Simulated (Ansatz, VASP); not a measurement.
## Two plane-wave programs on Ga

```
CELL_PARAMETERS angstrom
2.60611 0.00000 0.00000
0.00000 2.60611 0.00000
0.00000 0.00000 2.60611
ATOMIC_POSITIONS crystal
Ga 0.00000 0.00000 0.00000
```

Change from the starting cell: volume scaled by 0.88, PAW files.

Alike in both runs: task single point; functional PBE; k mesh 14 × 14 × 14; occupations fermi-dirac, width 0.05 eV; no spin polarisation.

```csv
,VASP,Ansatz
version,VASP 6.6.1,Ansatz 0.2.0
potentials or method,"VASP PAW PBE potentials, release 64 (Ga_d)","PAW with Ansatz's default frozen-core files, scalar-relativistic"
plane-wave cutoff (eV),520,420
valence electrons in the cell,13,13
```

Ansatz gave:

```
pressure (GPa) : 7.9
```

Question: What did VASP give for the same quantities?

Answer: Pressure (GPa): 8.1.
